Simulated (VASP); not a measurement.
Here is a VASP 6.6.1 calculation.

INCAR

```
SYSTEM = In
PREC     = Accurate       ! precision mode
ENCUT    = 600            ! plane-wave cutoff, eV
EDIFF    = 1E-7           ! SCF threshold, eV
ISMEAR   = -1             ! smearing method
SIGMA    = 0.05           ! smearing width, eV
LREAL    = .False.        ! projectors in reciprocal space
LASPH    = .True.         ! aspherical terms in the spheres
NELM     = 80             ! most SCF steps
ALGO     = Normal         ! electronic algorithm
ISIF     = 3              ! what is computed and relaxed
LWAVE    = .False.        ! write WAVECAR
LCHARG   = .False.        ! write CHGCAR
GGA      = RP             ! functional
IBRION   = 2              ! ionic algorithm
NSW      = 40             ! ionic steps
EDIFFG   = -0.02          ! ionic threshold
```

Contents of KPOINTS:

```
Automatic mesh
0
Gamma
  10 10 10
  0 0 0
```

File POSCAR:

```
In
1.0
   -1.8825252400      1.8825252400      1.8825252400
    1.8825252400     -1.8825252400      1.8825252400
    1.8825252400      1.8825252400     -1.8825252400
In
1
Direct
    0.0000000000      0.0000000000      0.0000000000
```

Potentials or basis: VASP PAW PBE potentials, release 64 (In_d).

Command:

```console
$ cat potpaw_PBE.64/In_d/POTCAR > POTCAR
$ mpirun -np 1 vasp_std > vasp.out
```

(1) Predict the relaxed cell.

(2) What does it give for the relaxed volume?

(3) What does it give for the band gap on the k mesh?

(4) Predict the space group after relaxing (to 0.05 Å).

Results:

(1) a = 3.358 Å, b = 3.358 Å, c = 3.358 Å, α = 109.47°, β = 109.47°, γ = 109.47°.

(2) 29.14 Å³/atom.

(3) none (metal or under the smearing width).

(4) Im-3m (No. 229).

Caveat: the PAW data sets were made with another functional, which shifts forces and pressure a little.
